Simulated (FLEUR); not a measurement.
**KTaO3 under changes of volume**

One of the cells (12.688 Å³/atom); the others are scaled copies at fixed shape and fractional positions:

```
Ta K O
1.0
     3.98830    0.00000    0.00000
     0.00000    3.98830    0.00000
     0.00000    0.00000    3.98830
Ta K O
1 1 3
Direct
  0.00000 0.00000 0.00000
  0.50000 0.50000 0.50000
  0.00000 0.00000 0.50000
  0.00000 0.50000 0.00000
  0.50000 0.00000 0.00000
```

```yaml
Program: FLEUR MaX-R8.1 (later development tree)
Functional: Wu-Cohen GGA
Potentials_or_basis: all-electron
Basis: FLAPW
Kmax: 5.58 1/bohr
k_mesh: 7 × 7 × 7
Occupations: fermi-dirac, width 0.05 eV
Spin: no spin polarisation
```

| volume (Å³/atom) | energy over the lowest point (meV/atom) | gap on the mesh (eV) |
| --- | --- | --- |
| 11.927 | 31.51 | 2.34 |
| 12.180 | 13.34 | 2.29 |
| 12.688 | 0.00 | 2.21 |
| 13.196 | ? | ? |
| 13.449 | 26.19 | 2.08 |

**Question.** What does the run at 13.196 Å³/atom give?

**Answer.** Energy over the lowest point 12.13 meV/atom; gap on the mesh 2.12 eV.

Worked out: A Birch-Murnaghan fit of order 2 (a polynomial in V^(-2/3)) to the other rows has its minimum at 12.68 Å³/atom with B0 = V·E''(V) = 201 GPa. It gives 12.07 meV/atom at 13.196 Å³/atom, against the run's 12.13. A straight line through the other rows of the gap, of slope -2.14 eV per unit of ln V, gives 2.12 eV, against the run's 2.12.

Energies are extrapolated to zero smearing.

Caveats: the cutoff is high for the widest sphere, where the basis turns nearly dependent and energies can drift low; spin-orbit coupling is left out, which moves the levels of the heavy elements; an odd mesh through Γ misses points on the zone boundary, where band edges often lie.
